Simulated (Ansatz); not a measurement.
**BiTe: moving Te off its site**

BiTe, R-3m, a = 4.845 Å, c = 9.952 Å (as given, not relaxed at this level: 0.0 GPa). The structure is a Materials Project entry; whether it is the stable form wasn't checked. Ansatz: PBE, PAW, 420 eV, Γ-centred 12×12×12 mesh on 2 atoms, Gaussian smearing 0.15 eV; no spin polarisation.

```yaml
crystal:
  lattice:
    - [2.42271, 1.39875, 3.31729]
    - [-2.42271, 1.39875, 3.31729]
    - [0.00000, -2.79750, 3.31729]
  atoms:
    - { symbol: Bi, position: [0.50000, 0.50000, 0.50000] }
    - { symbol: Te, position: [0.00000, 0.00000, 0.00000] }
```

Atom 2 (Te) moves by x along the unit vector (0.000, -0.860, -0.510), with its periodic images; all else is held. y is the free energy of the cell over the start, F the force along the path summed over the moved atoms. Symmetry makes y even in x.

| x (Å) | y (meV) | F (eV/Å) |
| --- | --- | --- |
| -0.1000 | ? | ? |
| -0.0500 | 2.40 | 0.10 |
| 0.0000 | 0.00 | 0.00 |
| 0.0125 | 0.15 | -0.02 |
| 0.0250 | 0.60 | -0.05 |
| 0.0375 | 1.35 | -0.07 |
| 0.0625 | 3.77 | -0.12 |
| 0.0750 | 5.44 | -0.15 |
| 0.0875 | 7.43 | -0.17 |

Fit y = c2 x² + c4 x⁴ to the energies of the other rows, give the force constant, and predict energy and force of the missing row.

Least squares on the rows shown. y = 957.6 x² + 1687 x⁴. The force constant is 2 c2 = 1.92 eV/Å² (for all images moving together, not for a lone atom). The force −dy/dx at the missing row is 0.20 eV/Å (computed 0.20). At x = -0.1000 the fit asked for gives 9.74 meV. The run gave 9.75 meV, so the fit is 0.01 meV too low, a small miss on the scale of the series.

Spin–orbit coupling is left out, which can shift energies with elements as heavy as these.

Te sits in a single, almost harmonic well: the energy rises in every displaced row, and the positive quartic term only slightly stiffens it. The path points along a Bi–Te bond, so one contact shortens as the opposite one lengthens. Inversion symmetry cancels the odd terms, and the restoring force is what remains when short-range repulsion outweighs the gain from forming one stronger, shorter bond.

That gain drives the off-centring in related rocksalt-like tellurides such as GeTe. BiTe has one more valence electron per formula unit, which makes the count per cell odd and the undistorted, spin-unpolarised crystal a metal. The extra electron probably enters p states of antibonding character and, together with metallic screening, weakens the drive towards a polar distortion.

Because all Te images move together, the curvature probes zone-centre optical motion, but the oblique direction mixes displacements along and across the trigonal axis. The positive force constant is therefore a weighted average and doesn't prove that both components are stable separately.
